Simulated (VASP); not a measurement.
Write the native input for VASP 6.6.1 that does the following.

```
Task                   : relaxation of the atoms
Functional             : LDA
Potentials or basis    : VASP PAW LDA potentials, release 64 (As, Pt)
Cutoff                 : 600 eV
k mesh                 : 6 × 6 × 6
Occupations            : gaussian, width 0.03 eV
Spin                   : no spin polarisation
Further INCAR settings : ALGO = Normal; EDIFF = 1e-07; IBRION = 2; EDIFFG = -0.01; NSW = 40
```

The structure of As2Pt (Sperrylite) lies in POSCAR:

```
As2Pt                                   
1.0
    5.9512733344      0.0000000000      0.0000000000
    0.0000000000      5.9512733344      0.0000000000
    0.0000000000      0.0000000000      5.9512733344
  As              Pt            
     8     4
Direct
     0.3830144512340610    0.3830144512340610    0.3830144512340610
     0.1169855487659390    0.6169855487659390    0.8830144512340610
     0.8830144512340610    0.1169855487659390    0.6169855487659390
     0.6169855487659390    0.8830144512340610    0.1169855487659390
     0.6169855487659390    0.6169855487659390    0.6169855487659390
     0.8830144512340610    0.3830144512340610    0.1169855487659390
     0.1169855487659390    0.8830144512340610    0.3830144512340610
     0.3830144512340610    0.1169855487659390    0.8830144512340610
     0.0000000000000000    0.0000000000000000    0.0000000000000000
     0.5000000000000000    0.0000000000000000    0.5000000000000000
     0.5000000000000000    0.5000000000000000    0.0000000000000000
     0.0000000000000000    0.5000000000000000    0.5000000000000000
```

The input as run:

INCAR

```
SYSTEM = As2Pt
  PREC = Accurate
  ENCUT = 600
  EDIFF = 1E-7
  ISMEAR = 0
  SIGMA = 0.03
  LREAL = .FALSE.
  LASPH = .TRUE.
  NELM = 80
  ALGO = Normal
  ISIF = 2
  LWAVE = .FALSE.
  LCHARG = .FALSE.
  GGA = CA
  IBRION = 2
  NSW = 40
  EDIFFG = -0.01
  KPAR = 4
```

KPOINTS

```
Automatic mesh
0
G
  6 6 6
  0 0 0
```

Potentials or basis: VASP PAW LDA potentials, release 64 (As, Pt).

The run is started by

```console
$ cat potpaw_LDA.64/As/POTCAR potpaw_LDA.64/Pt/POTCAR > POTCAR
$ mpirun -np 4 vasp_std > vasp.out
```

It gave:

```
Pressure after relaxing      : 0.0 GPa
Largest force after relaxing : 0.004 eV/Å
Band gap on the k mesh       : 0.29 eV, indirect (least direct gap 1.04 eV)
```

Caveat: the relaxation stopped at its first step, so nothing moved; spin-orbit coupling is left out, which moves the levels of the heavy elements.

It took 36 s on 4 MPI ranks on AMD EPYC 9R45 96-Core Processor (Zen 5), with other jobs on the host, peak memory 0.38 GiB a rank.
